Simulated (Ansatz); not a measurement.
Space group Pm-3m (No. 221). a = 3.810 Å, b = 3.810 Å, c = 3.810 Å, α = 90.00°, β = 90.00°, γ = 90.00°
```json
{"atom": "Sr", "site": "1b", "symmetry": "m-3m", "x": "0.5000", "y": "0.5000", "z": "0.5000"}
{"atom": "V", "site": "1a", "symmetry": "m-3m", "x": "0.0000", "y": "0.0000", "z": "0.0000"}
{"atom": "O", "site": "3d", "symmetry": "4/mm.m", "x": "0.5000", "y": "0.0000", "z": "0.0000"}
```

Equation of state of this SrVO₃ structure (not necessarily the ground state), with shape and atoms relaxed at each volume where symmetry leaves them free. It has no gap at any of these volumes. The calculation used Ansatz 0.2.0, DFT PBEsol, scalar-relativistic, plane waves, PAW.

Plane waves to 420 eV, a k mesh through Γ of 10×10×10 on the computed 5-atom cell and Gaussian smearing (0.10 eV); collinear spin.

```json
{"V (Å³/atom)": "9.736", "E − E(largest V) (meV/atom)": "67.36", "P (GPa)": "33.81"}
{"V (Å³/atom)": "10.068", "E − E(largest V) (meV/atom)": "8.50", "P (GPa)": "23.18"}
{"V (Å³/atom)": "10.400", "E − E(largest V) (meV/atom)": "-30.00", "P (GPa)": "14.16"}
{"V (Å³/atom)": "10.732", "E − E(largest V) (meV/atom)": "-51.20", "P (GPa)": "6.50"}
{"V (Å³/atom)": "11.064", "E − E(largest V) (meV/atom)": "-57.82", "P (GPa)": "0.00"}
{"V (Å³/atom)": "11.396", "E − E(largest V) (meV/atom)": "-51.96", "P (GPa)": "-5.52"}
{"V (Å³/atom)": "11.728", "E − E(largest V) (meV/atom)": "-35.56", "P (GPa)": "-10.20"}
{"V (Å³/atom)": "12.170", "E − E(largest V) (meV/atom)": "0.00", "P (GPa)": "-15.35"}
```

Fit a third-order Birch–Murnaghan equation to E(V).

V0 = 11.07 Å³/atom, B0 = 199 GPa, B0' = 4.4.

Moments started parallel, and an antiferromagnetic order may lie lower.

Symmetry holds off the tilts and polar distortions that many cubic perovskites undergo.